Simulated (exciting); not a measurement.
Two BSE runs for the Ba L₃ edge of BaO, space group Fm-3m. Run A: exciting, all-electron LAPW+lo, LDA, exchange and screened direct term (singlet BSE), 4×4×4 shifted k points, 29 conduction bands, |G+q| up to 3 bohr⁻¹ (2 in the exchange term), full RPA screening with nempty = 50, Lorentzian half width 1.66 eV. Run B differs in one setting: k mesh, kernel cutoff, basis, band set, screening or width.

Energy from the Kohn–Sham onset, core level to the lowest empty state found on the meshes used; one zero for both, scaled to A's maximum:

```
E (eV)     A     B
 -12.0  0.03  0.07
 -11.5  0.03  0.08
 -11.0  0.03  0.08
 -10.5  0.03  0.09
 -10.0  0.04  0.09
  -9.5  0.04  0.10
  -9.0  0.04  0.11
  -8.5  0.05  0.12
  -8.0  0.05  0.13
  -7.5  0.06  0.14
  -7.0  0.06  0.15
  -6.5  0.07  0.16
  -6.0  0.08  0.17
  -5.5  0.09  0.19
  -5.0  0.11  0.21
  -4.5  0.12  0.23
  -4.0  0.15  0.25
  -3.5  0.18  0.27
  -3.0  0.22  0.30
  -2.5  0.28  0.33
  -2.0  0.36  0.35
  -1.5  0.46  0.38
  -1.0  0.57  0.41
  -0.5  0.67  0.44
   0.0  0.73  0.46
   0.5  0.77  0.48
   1.0  0.82  0.50
   1.5  0.89  0.51
   2.0  0.96  0.52
   2.5  1.00  0.53
   3.0  0.96  0.53
   3.5  0.87  0.52
   4.0  0.76  0.51
   4.5  0.68  0.50
   5.0  0.61  0.48
   5.5  0.56  0.47
   6.0  0.52  0.45
   6.5  0.49  0.43
   7.0  0.47  0.42
   7.5  0.44  0.40
   8.0  0.40  0.39
   8.5  0.36  0.37
   9.0  0.32  0.36
   9.5  0.30  0.35
  10.0  0.28  0.34
  10.5  0.27  0.33
  11.0  0.27  0.32
  11.5  0.26  0.31
  12.0  0.27  0.31
  12.5  0.27  0.30
  13.0  0.28  0.30
  13.5  0.29  0.29
  14.0  0.29  0.29
  14.5  0.29  0.29
  15.0  0.29  0.29
  15.5  0.29  0.29
  16.0  0.30  0.29
  16.5  0.31  0.28
  17.0  0.33  0.28
  17.5  0.33  0.28
  18.0  0.33  0.28
  18.5  0.32  0.28
  19.0  0.31  0.28
  19.5  0.30  0.28
  20.0  0.30  0.27
  20.5  0.30  0.27
  21.0  0.30  0.27
  21.5  0.31  0.27
  22.0  0.31  0.26
  22.5  0.32  0.26
  23.0  0.32  0.25
  23.5  0.32  0.25
  24.0  0.31  0.24
  24.5  0.29  0.24
  25.0  0.27  0.23
  25.5  0.26  0.23
  26.0  0.24  0.22
  26.5  0.23  0.21
  27.0  0.23  0.21
```

The database entry behind the starting cell differs from later determinations by our own check (about 0.7 % short), so it need not match the best structure at ambient conditions.

Q: Which is the likeliest?

The half width (eV) from 1.66 to 4.98. The spectrum differs from run A by 33 % r.m.s. The highest maximum lies at 2.6 eV (0.53), against 2.5 eV (1.00). Only the width of each line changes; the area stays. A table step wider than the lines misses their tops. Other settings could leave a like mark; this is the change that was made.

[Banner, clock and machine lines of the logs are left out without a mark of their own.]

[Logs are printed without paths, hosts, clocks, repeated set-up lines and the standing remarks that a program may print on its own settings, such as how far it seeks lower states.]

[Hosts, paths, dates, database ids (printed as entryN), source tags and the programs' standing remarks are cut or masked in the printed files.]
